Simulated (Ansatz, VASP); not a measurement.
Given: the input of a run of Ansatz 0.2.0 on InPd.

Contents of input.yaml:

```yaml
crystal:
  lattice:
    - [3.2050928798, 0.0, 0.0]
    - [0.0, 3.2050928798, 0.0]
    - [0.0, 0.0, 3.2050928798]
  atoms:
    - { symbol: In, position: [0.0, 0.0, 0.0] }
    - { symbol: Pd, position: [0.5, 0.5, 0.5] }
kpoints:
  mp_grid: { grid: [8, 8, 8] }
scf:
  occupations: { method: fermi_dirac, width: 0.05 }
hamiltonian:
  xc: pbe
  pseudopotentials: { kind: all_electron, lapw: { basis_error: 0.0005 } }
output:
  forces: true
  stress: true
  eigenvalues: true
```

Potentials or basis: all-electron LAPW, scalar-relativistic.

Command:

```console
$ ansatz run input.yaml --threads 1 --pin off --max-ram 3072MiB --backend cpu --events-out ev --progress --plain --runs-dir out
```

Problem. Translate it to VASP 6.6.1. Potentials there: VASP PAW PBE potentials, release 64 (In_d, Pd).

Solution. As run (the cutoff follows the program's own potentials):

File INCAR:

```
ALGO = Normal
EDIFF = 1E-6
ENCUT = 520
GGA = PE
ISIF = 2
ISMEAR = -1
LASPH = True
LCHARG = True
LELF = True
LREAL = False
LVHAR = True
LWAVE = False
NBANDS = 18
NELM = 100
PREC = Accurate
SIGMA = 0.05
```

The input KPOINTS:

```
k-points
0
Gamma
  8 8 8
```

POSCAR

```
InPd
1.0
    3.2050928798      0.0000000000      0.0000000000
    0.0000000000      3.2050928798      0.0000000000
    0.0000000000      0.0000000000      3.2050928798
In Pd
1 1
Direct
    0.0000000000      0.0000000000      0.0000000000
    0.5000000000      0.5000000000      0.5000000000
```

Potentials or basis: VASP PAW PBE potentials, release 64 (In_d, Pd).

Launch:

```bash
$ cat potpaw_PBE.64/In_d/POTCAR potpaw_PBE.64/Pd/POTCAR > POTCAR
$ mpirun -np 1 vasp_std > vasp.out
```

Both were run:

|  | VASP | Ansatz | Ansatz less VASP |
| --- | --- | --- | --- |
| gap on the k mesh at the Fermi level (eV) | none | none | - |
| pressure (GPa) | 13.5 | 13.4 | -0.12 |

A gap of «none» marks a metal or a gap that the smearing closes. Ansatz ran all-electron here, so the differences hold the error of VASP's frozen core and of both bases.
